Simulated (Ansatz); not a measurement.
The system is SiNi.

```xyz
4
Lattice="2.9428 0.0000 0.0000 0.0000 3.2803 0.0000 0.0000 0.0000 4.6774" Properties=species:S:1:pos:R:3 pbc="T T T"
Ni    1.4714    1.6402    1.6020
Ni    0.0000    0.0000    3.0754
Si    1.4714    1.6402    3.9438
Si    0.0000    0.0000    0.7337
```

The cell is a database's computed one.

A run of Ansatz 0.2.0 on this cell left the log below. Logs are shortened: lines on timing, memory, paths and dates and some standing lists are left out, and cuts for length are marked.

```text
Warning: RAYON_NUM_THREADS=2 ignored (pool sized by the plan → 2); use --threads N
Engine: ansatz 0.2.0, x86_64-unknown-linux-gnu
Pseudopotentials: kind: paw
Pseudopotential: Ni, paw, valence charge 18, recommended cutoff 500 eV (meta_gga), Ni.paw.azcp
Pseudopotential: Si, paw, valence charge 4, recommended cutoff 500 eV (meta_gga), Si.paw.azcp
Functional definition: r2SCAN
  parameter k0 = 0.174
  parameter k1 = 0.065
  parameter a1 = 4.9479
  exchange = r2scan_x(k0 = k0, k1 = k1, a1 = a1)
  correlation = r2scan_c
Crystal: 4 atoms, lattice volume = 45.153 Å³
Basis set: ecut = 500 eV, 1133 PW (Γ), exchange–correlation on 96×96×144 points (64 copies of the dense FFT grid, shifted against one another)
Bands: 28, of which v1, the nominal top of the filled ones, is band 22 counted from 1 (21 counted from 0)
Symmetry: 8 space group operations
Space group: Pmmn (ITA 59), of the structure as read, at distance tolerance 3.6e-5 Å
Magnetic group: BNS 59.405 (UNI 503), of the structure as read, at distance tolerance 3.6e-5 Å
k-points: 100 of 432
Non-local potential: Ni, projectors of the file, l = 0: 3, l = 1: 2, l = 2: 3, l = 3: 1
Non-local potential: Si, projectors of the file, l = 0: 2, l = 1: 2, l = 2: 2
PAW form: soft (Blöchl's): semilocal exchange-correlation on the pseudo side does not see the compensation charge
PAW frozen core: Ni, regenerated for the run's functional (the file was generated under x = pbe(κ = 0.804, μ = 0.2195149727645171), c = pbe(β = 0.06672455060314922))
PAW frozen core: Si, regenerated for the run's functional (the file was generated under x = pbe(κ = 0.804, μ = 0.2195149727645171), c = pbe(β = 0.06672455060314922))
PAW one-centre angular grid: Ni, 590 points (default); XC on 160 Gauss nodes
PAW one-centre angular grid: Si, 302 points (default); XC on 160 Gauss nodes
Initial density: superposition of atomic densities (chi_scale 0.1, normalization cell)
Starting moments: Σ|m| = 2 μB on 2 of 4 sites
Initial wavefunctions: pseudopotential atomic-orbital guess
Functional: x = r2scan, c = r2scan; τ floored in thin density (d = 2e-4 eV/Å³)
[... 128 lines left out ...]
Entropy (-TS):   -0.007311 eV (-1.828 meV/atom)
Fermi energy:    16.218542 eV
--- Per-component energies (eV) ---
  E_band       = -643.090528
  E_kinetic    = 658.759332
  E_local      = -8885.458050  (includes V_loc(G=0)·N_el)
  E_nonlocal   = 1329.229401
  E_hartree    = 3853.135075
  E_xc         = -265.859500
  E_vxc        = -342.551829  (∫ρ·V_xc dr)
  E_paw        = -4330.053802  (= ΣΔE_a)
  E_vpaw       = -1131.735960  (= ΣTr[D̂ρ^β])
  E_aug_tail   = 0.000512  (compensation charges beyond the density's cutoff)
  E_vtau       = 22.396636  (kinetic-family band-sum trace: ∫τ·v_τ [+ j·A + Jᵃ·Aᵃ] dr)
  E_ewald      = -5329.372009
  E_core_change = -0.753003  (= ΣΔE_core)
  E_smearing   = -0.007311  (= −TS)
  E_closure    = 0.000000  (closes the sum)
  Σ components = -12970.379356   (vs F -12970.379356, Δ=0.00e0)
--- Forces (eV/Å), atoms counted from 1 ---
  atom   1  Ni     0.00000000     0.00000000     0.00090684
  atom   2  Ni     0.00000000    -0.00000000    -0.00090684
  atom   3  Si     0.00000000    -0.00000000     0.00001547
  atom   4  Si     0.00000000     0.00000000    -0.00001547
  max |Σ_I F_I| component: 0.00e0 eV/Å
--- Stress (GPa, compression-positive) ---
       -0.008781       0.000000      -0.000000
        0.000000       0.000987       0.000000
       -0.000000       0.000000       0.003947
  P = ⅓ Tr σ = -0.0013 GPa (-0.013 kbar)
--- Band table (eV; the first three rows and the last of 200) ---
  k-point 0 ↑: bands = ["-91.5050", "-91.4953", "-50.5547", "-50.5257", "-50.4394", "-50.3989", "-50.3431", "-50.3128", "1.3111", "7.5035", "9.1988", "11.6829", "12.1999", "13.0824", "13.2405", "13.2527", "13.2881", "13.3636", "13.7514", "14.0924", "14.1677", "14.6563", "17.5141", "19.1433", "21.6461", "22.1190", "23.9929", "24.3355"]
  k-point 1 ↑: bands = ["-91.5050", "-91.4952", "-50.5546", "-50.5260", "-50.4394", "-50.3990", "-50.3431", "-50.3128", "1.4677", "6.6207", "9.7189", "11.7473", "12.1265", "13.0900", "13.2115", "13.2200", "13.2645", "13.3495", "13.6597", "14.1548", "14.7044", "15.1334", "17.8319", "19.0558", "20.6668", "22.0575", "23.2194", "23.4393"]
  k-point 2 ↑: bands = ["-91.5050", "-91.4952", "-50.5544", "-50.5264", "-50.4394", "-50.3990", "-50.3430", "-50.3129", "1.8652", "5.3787", "10.2065", "11.8811", "11.9829", "13.0587", "13.0610", "13.1147", "13.2891", "13.3284", "13.4860", "14.1279", "16.1752", "16.5752", "18.6324", "18.8823", "19.0879", "21.6987", "21.8531", "22.0715"]
  k-point 99 ↓: bands = ["-91.4990", "-91.4990", "-50.5388", "-50.5388", "-50.4280", "-50.4280", "-50.3388", "-50.3388", "8.0890", "8.0890", "9.2464", "9.2464", "10.9707", "10.9707", "12.3295", "12.3295", "13.1494", "13.1494", "13.9221", "13.9221", "14.6256", "14.6256", "15.8280", "15.8280", "17.5114", "17.5114", "24.6109", "24.6109"]
--- Relaxed structure (5 steps of the walk, 5 accepted, 1 SCFs on fresh bases) ---
  F+E_penalty+E_count = -12970.37935553 eV   max|allowed force component| = 9.068e-4 eV/Å   (the final SCF, on the basis selected at the relaxed cell)
  cell:  # Å, volume = 45.2886 Å³
    - [2.947081549715212, 0.0, 0.0]
    - [0.0, 3.296622351303629, 0.0]
    - [0.0, 0.0, 4.661522549120245]
  atoms:
    - { symbol: Ni, position: [0.5000000000000001, 0.49999999999999994, 0.34317595470816786] }
    - { symbol: Ni, position: [0.0, 0.0, 0.6568240452918322] }
    - { symbol: Si, position: [0.5000000000000001, 0.49999999999999994, 0.8431734547261328] }
    - { symbol: Si, position: [0.0, 0.0, 0.15682654527386736] }
```

Q: What input gives this log?

A: Relaxation of cell and atoms with r2SCAN, collinear spin, ferromagnetic start. The files as run (others can give the same):

input.yaml
```yaml
crystal:
  lattice:
    - [2.94277066, 0.0, 0.0]
    - [0.0, 3.28032554, 0.0]
    - [0.0, 0.0, 4.67744676]
  atoms:
    - { symbol: Ni, position: [0.5, 0.5, 0.34249559], spin: 1.0 }
    - { symbol: Ni, position: [0.0, 0.0, 0.65750441], spin: 1.0 }
    - { symbol: Si, position: [0.5, 0.5, 0.84314316] }
    - { symbol: Si, position: [0.0, 0.0, 0.15685684] }
hamiltonian:
  xc: r2scan
  pseudopotentials: { kind: paw }
magnetization:
  spin_polarized: true
kpoints:
  mp_grid: { grid: [9, 8, 6] }
scf:
  occupations: { method: fermi_dirac, width: 0.05 }
output:
  forces: true
  stress: true
  eigenvalues: true
relax:
  f_tol: 0.01
  max_steps: 40
  cell: { stress_tol: 0.05 }
```

Potentials or basis: Ansatz PAW.
Command:
```sh
$ ansatz run input.yaml --threads 2 --pin off --max-ram 5632MiB --backend cpu --events-out ev --progress --plain --runs-dir out
```

Caveat: the magnetic or orbital state may not be the lowest; the plane-wave basis is chosen anew once the cell has moved, so the energies of steps on either side of that aren't comparable; the PAW data sets come from PBE, with cores solved anew for the run's functional, which leaves a small shift of forces and pressure; the starting moments weren't kept.
